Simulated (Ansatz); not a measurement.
LiCl:

```
CELL_PARAMETERS angstrom
0.00000 2.56477 2.56477
2.56477 0.00000 2.56477
2.56477 2.56477 0.00000
ATOMIC_POSITIONS crystal
Cl 0.50000 0.50000 0.50000
Li 0.00000 0.00000 0.00000
```

Base run:

* Program: Ansatz 0.2.0
* Functional: PBE0
* Potentials or basis: all-electron PAW datasets made for the crystal
* Cutoff: 220 eV (chosen from the basis error)
* k mesh: 6 × 6 × 6
* Occupations: fermi-dirac, width 0.05 eV
* Spin: no spin polarisation

Its results: band gap on the k mesh 8.44 eV, direct; pressure -0.4 GPa.

**Question.** The run is repeated on the same cell with these changes: functional from PBE0 to PBE; cutoff from 220 eV (chosen from the basis error) to 200 eV (chosen from the basis error). What comes out?

**Answer.** Band gap on the k mesh 6.33 eV, direct; pressure 0.4 GPa.

PBE0 gives the wider gap, since exact exchange removes part of the self-interaction.

A k mesh can miss the band edges.

The runs don't all hold the same shells in valence.
